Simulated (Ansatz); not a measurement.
Wanted: the native input for an Ansatz 0.2.0 run.

| Quantity | Value |
| --- | --- |
| Task | band structure |
| Functional | RPBE |
| Potentials or basis | Ansatz PAW |
| Cutoff | 420 eV (not typed: the program's choice for these potentials) |
| k mesh | 12 × 12 × 4 |
| Occupations | fermi-dirac, width 0.05 eV |
| Spin | collinear spin, ferromagnetic start |
| Starting moments | [2.0, 2.0, 2.0, 2.0] μB |
| Path | [["G", "M", "K", "G", "A", "L", "H", "A"], ["L", "M"], ["K", "H"]] |
| Points for each segment of the path | 14 |

Co:

```xyz
4
Lattice="2.4706 0.0000 0.0000 -1.2353 2.1396 0.0000 0.0000 0.0000 8.0882" Properties=species:S:1:pos:R:3 pbc="T T T"
Co    1.2353    0.7132    6.0662
Co    0.0000    0.0000    4.0441
Co    0.0000    1.4264    2.0221
Co    0.0000    0.0000    0.0000
```

One way to write it, as run:

input.yaml

```yaml
crystal:
  lattice:
    - [2.4705617809, 0.0, 0.0]
    - [-1.2352808905, 2.1395692639, 0.0]
    - [0.0, 0.0, 8.0882338]
  atoms:
    - { symbol: Co, position: [0.6666666667, 0.3333333333, 0.75], spin: 2.0 }
    - { symbol: Co, position: [0.0, 0.0, 0.5], spin: 2.0 }
    - { symbol: Co, position: [0.3333333333, 0.6666666667, 0.25], spin: 2.0 }
    - { symbol: Co, position: [0.0, 0.0, 0.0], spin: 2.0 }
hamiltonian:
  xc: rpbe
  pseudopotentials: { kind: paw }
magnetization:
  spin_polarized: true
kpoints:
  mp_grid: { grid: [12, 12, 4] }
  band_path:
    path:
      - [[0.0, 0.0, 0.0], [0.5, 0.0, 0.0], [0.3333333333, 0.3333333333, 0.0], [0.0, 0.0, 0.0], [0.0, 0.0, 0.5], [0.5, 0.0, 0.5], [0.3333333333, 0.3333333333, 0.5], [0.0, 0.0, 0.5]]
      - [[0.5, 0.0, 0.5], [0.5, 0.0, 0.0]]
      - [[0.3333333333, 0.3333333333, 0.0], [0.3333333333, 0.3333333333, 0.5]]
    npoints: 14
scf:
  occupations: { method: fermi_dirac, width: 0.05 }
  n_extra_bands: 10
output:
  forces: true
  stress: true
  eigenvalues: true
  fatbands: false
  write_density: true
  write_potential: true
  elf: true
  volumetric_format: npy
```

Potentials or basis: Ansatz PAW.

Command:

```sh
$ ansatz run input.yaml --threads 2 --pin off --max-ram 5120MiB --backend cpu --events-out ev --progress --plain --runs-dir out
```

Results of the run:

```
Pressure               : 10.7 GPa
Band gap on the k mesh : none (metal or under the smearing width)
Net moment             : 6.66 μB per cell
Absolute moment        : 7.32 μB per cell
Site moments           : Co +1.75, +1.73 μB
```

Caveat: the PAW data sets come from PBE, with cores solved anew for the run's functional, which leaves a small shift of forces and pressure.

It took 19 s on 2 threads of Arm Neoverse V1 (shared host), peak memory 0.5 GiB.
